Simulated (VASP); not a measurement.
Wanted: the native input for a VASP 6.6.1 run.

```
Task                   : relaxation of cell and atoms
Functional             : PBE
Potentials or basis    : VASP PAW PBE potentials, release 64 (K_sv, F)
Cutoff                 : 600 eV
k mesh                 : 4 × 4 × 4
Occupations            : gaussian, width 0.1 eV
Spin                   : no spin polarisation
Dipole correction      : no
Further INCAR settings : ALGO = Normal; EDIFF = 1e-06; IBRION = 2; EDIFFG = -0.04; NSW = 90; ISIF = 3
```

The structure of K2F lies in POSCAR:

```
K2F
1.0
    0.0000000000      3.7125140200      3.7125140200
    3.7125140200      0.0000000000      3.7125140200
    3.7125140200      3.7125140200      0.0000000000
K F
2 1
Direct
    0.2500000000      0.2500000000      0.2500000000
    0.7500000000      0.7500000000      0.7500000000
    0.5000000000      0.5000000000      0.5000000000
```

The cell was built by a generator and needn't be a form met in nature.

The cell isn't the ideal one: random cell by space group and Wyckoff sites (Fm-3m, No. 225).

One way to write it, as run:

INCAR

```
SYSTEM = K2F
ALGO = Normal
EDIFF = 1E-6
EDIFFG = -0.04
ENCUT = 600
GGA = PE
IBRION = 2
ISIF = 3
ISMEAR = 0
LASPH = .True.
LCHARG = .False.
LREAL = .False.
LWAVE = .False.
NELM = 100
NSW = 90
PREC = Accurate
SIGMA = 0.1
```

KPOINTS

```
k-points
0
Gamma
  4 4 4
  0 0 0
```

Potentials or basis: VASP PAW PBE potentials, release 64 (K_sv, F).

Launch:

```console
$ cat potpaw_PBE.64/K_sv/POTCAR potpaw_PBE.64/F/POTCAR > POTCAR
$ mpirun -np 1 vasp_std > vasp.out
```

Results of the run:

```
Relaxed volume                         : 30.75 Å³/atom
Relaxed cell                           : a = 5.072 Å, b = 5.072 Å, c = 5.072 Å, α = 60.00°, β = 60.00°, γ = 60.00°
Space group after relaxing (to 0.05 Å) : Fm-3m (No. 225)
Energy gained by relaxing              : 9.0 meV/atom
Ionic steps                            : 3
Pressure after relaxing                : 0.1 GPa
Band gap on the k mesh                 : none (metal or under the smearing width)
```

Caveat: the k mesh is coarse (spacing up to 0.37 Å⁻¹), so the values aren't converged; an odd number of electrons without spin polarisation forces a metal; a magnetic or distorted state may lie lower.

It took 65 s on 1 thread of Intel(R) Xeon(R) Platinum 8559C (Emerald Rapids), with other jobs on the host, peak memory 0.25 GiB.
